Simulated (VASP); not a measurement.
# GaP: G0W0 on PBE

GaP, F-43m (no. 216), 2 atoms in the cell. PBE, GW; PAW potentials Ga_d_GW, P_GW (PBE set).

GW scheme: G0W0; Iterations: 1; Orbital cutoff (eV): 450; Response cutoff (eV): 300; Frequency points: 48; Procedure: three steps, all bands.

## Input

INCAR.step1:
```
SYSTEM = GaP
PREC = Accurate ; ENCUT = 450
ISMEAR = 0 ; SIGMA = 0.05
LASPH = .TRUE. ; LREAL = .FALSE.
GGA = PE ; ALGO = Normal
EDIFF = 1E-8 ; NELM = 150
LWAVE = .TRUE. ; LCHARG = .FALSE.
```

INCAR.step2, as INCAR.step1 but for:
```
- ALGO = Normal
- NELM = 150
+ ALGO = Exact
+ NELM = 1
+ ISTART = 1
+ NBANDS = 872
+ LOPTICS = .TRUE.
```

INCAR.step3:
```
SYSTEM = GaP
PREC = Accurate ; ENCUT = 450
ISMEAR = 0 ; SIGMA = 0.05
LASPH = .TRUE. ; LREAL = .FALSE.
GGA = PE ; ALGO = EVGW0
NBANDS = 872 ; NBANDSGW = 13
ENCUTGW = 300 ; NOMEGA = 48
PRECFOCK = Fast ; ISTART = 1
LWAVE = .FALSE. ; LCHARG = .FALSE.
NELMGW = 1
```

KPOINTS:
```
k-points
0
Gamma
  2 2 2
```

POSCAR:
```
GaP
1.0
    0.0000000000      2.7252500000      2.7252500000
    2.7252500000      0.0000000000      2.7252500000
    2.7252500000      2.7252500000      0.0000000000
Ga P
1 1
Direct
    0.0000000000      0.0000000000      0.0000000000
    0.7500000000      0.7500000000      0.7500000000
```

Commands (each step's output is kept before the next begins):
```
cat potpaw_PBE.64/Ga_d_GW/POTCAR potpaw_PBE.64/P_GW/POTCAR > POTCAR
cp INCAR.step1 INCAR
mpirun -np 4 vasp_std > vasp.out
cp INCAR.step2 INCAR
mpirun -np 4 vasp_std > vasp.out
cp INCAR.step3 INCAR
mpirun -np 4 vasp_std > vasp.out
```

## Result

- Quasiparticle gap on the mesh (eV): 1.95
- Gap of the starting point on the mesh (eV): 1.46
- Quasiparticle gap at the zone centre (eV): 2.67
- Starting gap at the zone centre (eV): 1.76
- Correction of the gap between the band edges on the mesh (eV): 0.48
- Shift of the valence top (eV): -0.83
- Shift of the conduction bottom (eV): -0.35
- Z of the valence top at the zone centre: 0.78
- Static dielectric constant, RPA: 52.6

Levels near the gap:

| k point | band | start (eV) | quasiparticle (eV) |
|---|---|---|---|
| 0 0 0 | 6 | -7.83 | -8.46 |
| 0 0 0 | 7 | 4.73 | 3.90 |
| 0 0 0 | 8 | 4.73 | 3.90 |
| 0 0 0 | 9 | 4.73 | 3.90 |
| 0 0 0 | 10 | 6.49 | 6.57 |
| 0 0 0 | 11 | 8.38 | 8.30 |
| 0 0 0 | 12 | 8.38 | 8.30 |
| 0 0 0 | 13 | 8.38 | 8.30 |
| 0.5 0.5 0 | 6 | -4.77 | -5.68 |
| 0.5 0.5 0 | 7 | -2.22 | -3.10 |
| 0.5 0.5 0 | 8 | 1.95 | 1.12 |
| 0.5 0.5 0 | 9 | 1.95 | 1.12 |
| 0.5 0.5 0 | 10 | 6.20 | 5.85 |
| 0.5 0.5 0 | 11 | 6.40 | 6.24 |
| 0.5 0.5 0 | 12 | 15.18 | 15.33 |
| 0.5 0.5 0 | 13 | 15.18 | 15.33 |

Limits: the mesh is coarse: neither the gap nor the screening is converged.

VASP 6.6.1 took 44 s on 4 cores (Intel Xeon 6975P-C (Granite Rapids)), a shared host.
